Picture a hafnium ion choosing how many oxygen ions to keep around it. With few neighbours, each bond is short and strong, but the crystal is open and the ion gives up attractions it could have had. With many neighbours, the crystal is dense, but the oxygens crowd one another and each bond becomes longer and weaker. Between these limits there should be a best number, and it depends on the size of the metal ion. Hafnium dioxide is a good place to look for it, because the same two ions can be stacked in several ways.

Structures of HfO2 from Ansatz 0.2.0: scalar-relativistic plane-wave PAW DFT with the r2SCAN functional and a 500 eV wave cutoff. Cell and atoms were relaxed at zero pressure, keeping the symmetry of the starting structure. Energies are per atom, relative to the lowest structure, without zero-point motion.

| found from | space group number | atoms in cell | volume per atom (Å³) | over lowest (meV/atom) |
| --- | --- | --- | --- | --- |
| database cell | 14 | 12 | 11.54 | 0.0 |
| database cell | 29 | 12 | 11.13 | 21.0 |
| database cell | 136 | 6 | 12.56 | 41.0 |
| database cell | 137 | 6 | 11.09 | 48.0 |
| database cell | 225 | 3 | 10.79 | 81.0 |

The space group numbers stand for monoclinic (14), polar orthorhombic (29), rutile (136), tetragonal (137) and cubic fluorite (225) cells. The column "over lowest" gives the energy of each cell above the lowest one.

Which structure has the lowest energy, and how much do the others cost? The monoclinic cell is lowest, in line with the form that HfO₂ takes at room temperature. The cubic cell is the most expensive, at 81 meV/atom. A formula unit has three atoms, so this is 3 × 81 = 243 meV per HfO₂, or about 23 kJ/mol. That is a small part of the energy that binds the oxide, so heat, pressure or additives can bring out different forms of it without breaking it up.

Does the densest packing win? It does not: the cubic cell is the densest of the five and also the highest in energy. If rutile is set aside, the energy rises each time the volume shrinks, which might suggest that openness is what pays. Rutile refutes that too, since it is the most open cell, about 9 % larger per atom than the monoclinic one, and still lies 41 meV/atom above it. Energy against volume is therefore a valley, with the monoclinic cell near the bottom and a rise on either side, though the open side rests on rutile alone.

What sits at the bottom of the valley? Crystal chemistry gives the neighbour counts: six oxygens around each hafnium in rutile, seven in the monoclinic and polar orthorhombic cells, eight in the tetragonal and cubic ones. Cells with more neighbours are denser, but the polar orthorhombic and tetragonal cells differ very little in volume. They still lie 27 meV/atom apart, so volume alone does not set the energy. Both seven-neighbour cells lie below the other three. A plausible explanation is ion size: Hf⁴⁺ is somewhat large for a cage of six oxygens and somewhat small for a cage of eight equal ones. The table agrees with this argument, but it does not separate the attraction between ions from the crowding of the oxygens.

Seven neighbours also help to explain why the winner has such a low symmetry. There are two oxygens per hafnium, so an average oxygen must touch half as many metal ions as a hafnium touches oxygens, that is, three and a half. No single oxygen can do that. Half of them take three hafnium neighbours and half take four, and a crystal with two kinds of oxygen cannot be as regular as fluorite.

If the number of neighbours matters so much, why do cells with the same number differ? The two seven-neighbour cells are 21 meV/atom apart and the two eight-neighbour cells 33 meV/atom, at least as much as the 20 meV/atom that separates the polar orthorhombic cell from rutile. The count alone therefore cannot rank the cells: how the neighbours are arranged can matter just as much. The eight-neighbour pair shows this most clearly, because one cell is a slight distortion of the other. Their in-plane edges agree, but the tetragonal cell is stretched by about 3 % along its long axis.

The distortion changes the bonds around the hafnium. In the cubic cell all eight bonds are equal and, by the size argument, rather long for hafnium. In the tetragonal cell, columns of oxygen slide alternately up and down, so that each hafnium gets four shorter and four longer bonds. Theory adds an electronic reason: the shift lets filled oxygen 2p states mix with empty hafnium 5d states in ways that the cubic symmetry forbids. Such mixing is expected to push filled and empty states apart, and the calculated band gap does widen by about 1 eV. This supports the picture without proving it, since the gap is no general measure of stability: the monoclinic cell has a smaller gap than the tetragonal one and a lower energy.

The same pair carries a warning about the cubic row. An alternating slide needs a repeat unit of at least two formula units, but the cubic cell holds only one, and the relaxation kept its symmetry as well. Its oxygens therefore had no way to slide. Cubic HfO₂ is known to be unstable against this very motion at low temperature. Its energy is thus best read as that of a hilltop between equivalent tetragonal distortions, not as that of a phase that would survive cooling.

What would change under pressure? Squeezing a solid rewards small volume: at pressure P, the quantity to compare is the energy E plus P times the volume V. A denser cell catches up with the monoclinic one when the work saved equals the extra energy, so P = ΔE/ΔV, where Δ marks the difference between the two cells. This takes the volumes from the table and assumes that both cells shrink by the same amount.

For the polar orthorhombic cell, the extra energy is 0.021 eV and the volume saved is 11.54 − 11.13 = 0.41 Å³, both per atom. The ratio is about 0.051 eV/Å³, and since 1 eV/Å³ is about 160 GPa, the two cells would match near 8 GPa. The estimate has no adjustable constant, but it is sensitive: an error of 5 meV/atom in the energy would move it by about 2 GPa. Nor is it a predicted transition, because a non-polar orthorhombic form known from pressure experiments is absent from the table and may come first. Rutile goes the other way, since pressure penalises its large volume.

What would heating change? The energies belong to ions at rest, whereas a hot crystal also gains from entropy, which favours structures whose atoms can swing widely. In the eight-neighbour cells, the sliding of the oxygen columns is expected to be a soft motion of this kind. In practice HfO₂ does turn tetragonal and then cubic on strong heating, although the energies alone would always favour the monoclinic cell. The table thus ranks what the cold, bulk material prefers. Thin films can depart from it: with suitable dopants and heat treatment they are known to hold the polar orthorhombic form, which lies only 21 meV/atom up.

What if hafnium were replaced by another metal of the same charge? The valley should then move with the size of the ion. Titanium is clearly smaller, and its dioxide is well known as rutile, with six neighbours. Cerium is larger, and its dioxide takes the fluorite structure, with eight. Zirconium is nearly the same size as hafnium and shares its monoclinic form. These are familiar facts of chemistry and not results of this calculation, but they follow the order that the size argument gives.

Which digits can be trusted? The relaxations are tight: the pressure left in every cell is below 0.03 GPa, and the forces left on the atoms are tiny. That shows how well each cell has settled, not how accurate the method is. The weakest statement in the table is that rutile lies below the tetragonal cell, because only 7 meV/atom separate them and they differ in neighbour count, bond length and volume. Another density functional, or the missing zero-point motion, could plausibly reverse the two, and no test of the plane-wave cutoff is available.

The fall from cubic to tetragonal is on firmer ground. It is almost five times as large, it compares two closely similar cells, and it agrees with the known instability of the cubic form. The first place of the monoclinic cell, 21 meV/atom ahead of the next, also fits the form known at room temperature, though the calculation supplies no error bar for that lead. The output printed below lists the differences and the pressure estimate used here.

Numerical output:

```
Structures compared:
            row  space group  Hf neighbours  volume per atom (A3)  gap (eV)  over lowest (meV/atom)  over lowest (meV per HfO2)
  database cell           14              7                 11.54     4.593                       0                           0
  database cell           29              7                 11.13     4.957                      21                          63
  database cell          136              6                 12.56     4.531                      41                         123
  database cell          137              8                 11.09     5.265                      48                         144
  database cell          225              8                 10.79     4.302                      81                         243
rank correlation of energy and volume, all rows: -0.7
rank correlation of energy and volume, without rutile: -1
rank correlation of energy and gap, all rows: -0.3
rutile volume above monoclinic (percent): 8.839
cubic volume below monoclinic (percent): 6.499
rutile above polar orthorhombic (meV/atom): 20
tetragonal above rutile (meV/atom): 7
cubic above tetragonal (meV/atom): 33
tetragonal stretch of c against the cubic shape (percent): 2.854
tetragonal volume above cubic (percent): 2.78
gap gained from cubic to tetragonal (eV): 0.963
volume saved from monoclinic to polar orthorhombic (A3 per atom): 0.41
estimated pressure where polar orthorhombic matches monoclinic (GPa): 8.206
estimated pressure where tetragonal matches monoclinic (GPa): 17.09
```
